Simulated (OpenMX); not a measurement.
Runs of OpenMX 3.8.5 on Zn. Symmetry: Im-3m, No. 229, cubic system. The conventional cell has a = 3.138 Å, b = 3.138 Å, c = 3.138 Å, α = 90.00°, β = 90.00°, γ = 90.00°. Zn (site symmetry m-3m) has 8 Zn at 2.72 Å as nearest neighbours. This isn't the form of Zn at room conditions, which is hcp.

```tsv
task	level	potentials or basis	cell	k mesh	mesh quality	gap on the mesh (eV)	pressure (GPa)
single point	PBE	OpenMX 2013 PBE set, Zn6.0H-s3p2d2, grid cutoff 500 Ry	cell strained at random at fixed volume	13 × 13 × 13	not flagged	none	1.9
single point	PBE	OpenMX 2013 PBE set, Zn6.0H-s3p2d2f1, grid cutoff 500 Ry	cell strained at random at fixed volume	13 × 13 × 13	not flagged	none	1.7
single point	LDA	OpenMX 2013 LDA set, Zn6.0S-s3p2d1, grid cutoff 500 Ry	volume scaled by 1.25	13 × 13 × 13	not flagged	none	-14.6
single point	PBE	OpenMX 2013 PBE set, Zn6.0H-s3p2d2, grid cutoff 500 Ry	cell strained at random at fixed volume	17 × 17 × 17	not flagged	none	1.8
band structure	PBE	OpenMX 2013 PBE set, Zn6.0S-s3p2d2f1, grid cutoff 500 Ry	as given	13 × 13 × 13	not flagged	-	(a)
atomic charges	LDA	OpenMX 2013 LDA set, Zn6.0S-s3p2d1, grid cutoff 500 Ry	cell strained at random at fixed volume	13 × 13 × 13	not flagged	none	-9.4
single point	PBE	OpenMX 2013 PBE set, Zn6.0H-s3p2d2, grid cutoff 500 Ry	cell strained at random at fixed volume	5 × 5 × 5	coarse	none	1.1
single point	PBE	OpenMX 2013 PBE set, Zn6.0H-s3p2d2, grid cutoff 500 Ry	cell strained at random at fixed volume	9 × 9 × 9	not flagged	none	2.3
```

Alike in all rows: no spin polarisation; smearing fermi-dirac 0.05 eV.

Question: Fill in the values left out.

Answer: (a) -1.3.

Caveats: some runs use coarse meshes; the basis of atomic orbitals isn't converged, which shifts pressures, moduli and gaps; the transition metal has a single d function, too few for pressures, volumes and moments (some runs).

A gap of «none» marks a metal or a gap under the smearing width.

The runs don't all hold the same shells in valence.
